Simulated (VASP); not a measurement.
Runs of VASP 6.6.1 on MoSe2. Symmetry: P6_3/mmc, No. 194, hexagonal system. The conventional cell has a = 3.288 Å, b = 3.288 Å, c = 12.900 Å, α = 90.00°, β = 90.00°, γ = 120.00°. Mo (site symmetry -6m2) has 6 Se at 2.49 Å as nearest neighbours. Around Se (site symmetry 3m) lie 3 Mo at 2.49 Å. 

| task | level | cell | cutoff (eV) | smearing | gap on the mesh (eV) | pressure (GPa) | relaxed volume (Å³/atom) | largest force (eV/Å) |
| --- | --- | --- | --- | --- | --- | --- | --- | --- |
| relaxation of cell and atoms | PBE+D3 | relaxed | 600 | fermi-dirac 0.05 eV | 0.95 | 0.0 | 20.40 | 0.01 |
| relaxation of cell and atoms | PBE+D4 | relaxed | 600 | fermi-dirac 0.05 eV | 0.88 | 0.0 | 19.93 | - |
| relaxation of cell and atoms | PBE+TS | relaxed | 600 | fermi-dirac 0.05 eV | 0.86 | 0.0 | 20.01 | - |
| relaxation of cell and atoms | PBEsol+D3 | relaxed | 600 | fermi-dirac 0.05 eV | 0.79 | -0.1 | (b) | 0.01 |
| relaxation of cell and atoms | PBEsol+D3(BJ) | relaxed | 600 | fermi-dirac 0.05 eV | 0.67 | 0.0 | 18.62 | 0.01 |
| relaxation of cell and atoms | PBE+rVV10 | relaxed | 600 | fermi-dirac 0.05 eV | 0.99 | 0.0 | (a) | - |
| relaxation of cell and atoms | PBE+D3(BJ) | relaxed | 600 | fermi-dirac 0.05 eV | 0.84 | 0.0 | (c) | - |
| single point | PBE | as given | 520 | gaussian 0.014 eV | 0.88 | (d) | - | 1.15 |

Alike in all rows: potentials or basis VASP PAW PBE potentials, release 64 (Mo_sv, Se); no spin polarisation; k mesh 9 × 9 × 2.

**Question.** Estimate the missing entries.

**Answer.** (a) 20.84; (b) 19.25; (c) 19.74; (d) 8.3.

Caveats: an odd mesh through Γ misses points on the zone boundary, where band edges often lie; the PAW data sets were made with another functional, which shifts forces and pressure a little (some runs); the cell's inner coordinates are idealised or old, which leaves forces on the atoms (some runs); this functional lacks dispersion, which binds the layers, so the pressure and a relaxed spacing across them are unreliable (some runs).

A k mesh can miss the band edges, and the runs leave out spin-orbit coupling on Mo, Se.
